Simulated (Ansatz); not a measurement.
input.yaml (Ansatz)

```yaml
crystal:
  lattice:
    - [0.0, 2.5125072436, 2.5125072436]
    - [2.5125072436, 0.0, 2.5125072436]
    - [2.5125072436, 2.5125072436, 0.0]
  atoms:
    - { symbol: Te, position: [0.0, 0.0, 0.0] }
hamiltonian:
  xc: pbe
  pseudopotentials:
    kind: paw
    azcp:
      Te: "pseudopotentials/Te.paw.azcp"
basis:
  ecutwfc: 420
  fft_grid_basis: typed
kpoints:
  mp_grid: { grid: [18, 18, 18], shift: [0, 0, 0] }
magnetization:
  spin_polarized: false
scf:
  occupations: { method: fermi_dirac, width: 0.1 }
output:
  stress: true
```

Terminal output

```
Engine: ansatz 0.2.0, x86_64-unknown-linux-gnu
Pseudopotentials: kind: paw
Pseudopotential: Te, paw, valence charge 16, recommended cutoff 420 eV (normal) 
Functional definition: PBE
  parameter kappa = 0.804
  parameter beta = 0.06672455060314922
  exchange = pbe_x(kappa = kappa, mu = beta*pi^2/3)
  correlation = pbe_c(beta = beta)
Crystal: 1 atoms, lattice volume = 31.721 Å³
Basis set: ecut = 420 eV, 609 PW (Γ)
Bands: 12, of which v1, the nominal top of the filled ones, is band 8 counted from 1 (7 counted from 0)
Symmetry: 48 space group operations
Space group: Fm-3m (ITA 225), of the structure as read, at distance tolerance 3.2e-5 Å
k-points: 195 of 5832
Non-local potential: Te, projectors of the file, l = 0: 2, l = 1: 2, l = 2: 2, l = 3: 2
PAW form: soft (Blöchl's): semilocal exchange-correlation on the pseudo side does not see the compensation charge
PAW one-centre angular grid: Te, 590 points (default); XC on 64 Gauss nodes
Initial density: superposition of atomic densities (neutral atoms: chi_scale 0, normalization atom), corrected by the library's trained network
Initial wavefunctions: pseudopotential atomic-orbital guess
Functional: x = pbe(κ = 0.804, μ = 0.2195149727645171), c = pbe(β = 0.06672455060314922)
SCF iter   1: F=—  HF=-6979.502348 eV  |F-HF|=—  |Δ(HF+E_count)|=         —  Δρ=6.33e-4  dr2=4.61e-5  ethr=1.77e-3  ⟨swp⟩=5.2  Hψ=14643  notcnv=0
SCF iter   2: F=—  HF=-6979.502143 eV  |F-HF|=—  |Δ(HF+E_count)|=   2.04e-4  Δρ=4.40e-4  dr2=3.98e-5  ethr=2.88e-7  ⟨swp⟩=2.9  Hψ=5644  notcnv=0
SCF iter   3: F=—  HF=-6979.502169 eV  |F-HF|=—  |Δ(HF+E_count)|=   2.54e-5  Δρ=2.49e-4  dr2=9.28e-6  ethr=2.49e-7  ⟨swp⟩=2.9  Hψ=3955  notcnv=0
SCF iter   4: F=—  HF=-6979.502193 eV  |F-HF|=—  |Δ(HF+E_count)|=   2.46e-5  Δρ=5.60e-5  dr2=1.61e-6  ethr=5.80e-8  ⟨swp⟩=2.0  Hψ=3904  notcnv=0
SCF iter   5: F=—  HF=-6979.502193 eV  |F-HF|=—  |Δ(HF+E_count)|=   6.65e-7  Δρ=3.39e-5  dr2=6.09e-7  ethr=1.00e-8  ⟨swp⟩=2.0  Hψ=3258  notcnv=0
SCF iter   6: F=-6979.502192 eV  HF=-6979.502192 eV  |F-HF|=9.09e-8  |Δ(HF+E_count)|=   3.26e-7  Δρ=1.26e-5  dr2=8.43e-8  ethr=6.25e-10  ⟨swp⟩=2.9  Hψ=9147  notcnv=0
SCF 1 converged in 6 iterations: F = -6979.502192 eV  dr2 = 8.43e-8
SCF converged after 6 iterations
Free energy (F): -6979.502192 eV
Harris-Foulkes:  -6979.502192 eV  (|F-HF|=9.09e-8)
Internal energy: -6979.465605 eV  (E = F + TS)
E sigma→0 (E₀):  -6979.483899 eV
Entropy (-TS):   -0.036587 eV (-36.587 meV/atom)
Fermi energy:    9.372421 eV
--- Per-component energies (eV) ---
  E_band       = -251.780273
  E_kinetic    = 178.585229
  E_local      = -1123.368455  (includes V_loc(G=0)·N_el)
  E_nonlocal   = -310.733478
  E_hartree    = 742.870752
  E_xc         = -123.283661
  E_vxc        = -102.767264  (∫ρ·V_xc dr)
  E_paw        = -4661.827284  (= ΣΔE_a)
  E_vpaw       = -379.223102  (= ΣTr[D̂ρ^β])
  E_aug_tail   = -0.000180  (compensation charges beyond the density's cutoff)
  E_ewald      = -1681.708529
  E_smearing   = -0.036587  (= −TS)
  E_closure    = 0.000000  (closes the sum)
  Σ components = -6979.502192   (vs F -6979.502192, Δ=0.00e0)
--- Stress (GPa, compression-positive) ---
       -4.548156       0.000000      -0.000000
       -0.000000      -4.548156      -0.000000
       -0.000000       0.000000      -4.548156
  P = ⅓ Tr σ = -4.5482 GPa (-45.482 kbar)
```
